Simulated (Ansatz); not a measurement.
Slab: MoS2, a slab with vacuum.

```
Mo S
1.0
     3.18413    0.00000    0.00000
    -1.59206    2.75753    0.00000
     0.00000    0.00000   17.33460
Mo S
1 2
Direct
  0.00000 0.00000 0.00000
  0.33333 0.66667 0.91051
  0.33333 0.66667 0.08949
```

Base run:

| Property | Result |
| --- | --- |
| Program | Ansatz 0.2.0 |
| Functional | PBEsol |
| Potentials or basis | Ansatz PAW |
| Cutoff | 420 eV (not typed: the program's choice for these potentials) |
| k mesh | 10 × 10 × 2 |
| Occupations | fermi-dirac, width 0.05 eV |
| Spin | no spin polarisation |

Its results: band gap on the k mesh 1.73 eV, indirect (least direct gap 1.93 eV); largest force 0.148 eV/Å.

Q: The run is repeated on the same cell with these changes: functional from PBEsol to r2SCAN; cutoff from 420 eV (not typed: the program's choice for these potentials) to 500 eV (not typed: the program's choice for these potentials). What comes out?

A: Band gap on the k mesh 1.81 eV, indirect (least direct gap 2.03 eV); largest force 0.018 eV/Å.

Caveats: the k mesh misses the band edges, so the gap on the mesh is wider than the one along the path; the PAW data sets come from PBE, with cores solved anew for the run's functional, which leaves a small shift of forces and pressure.
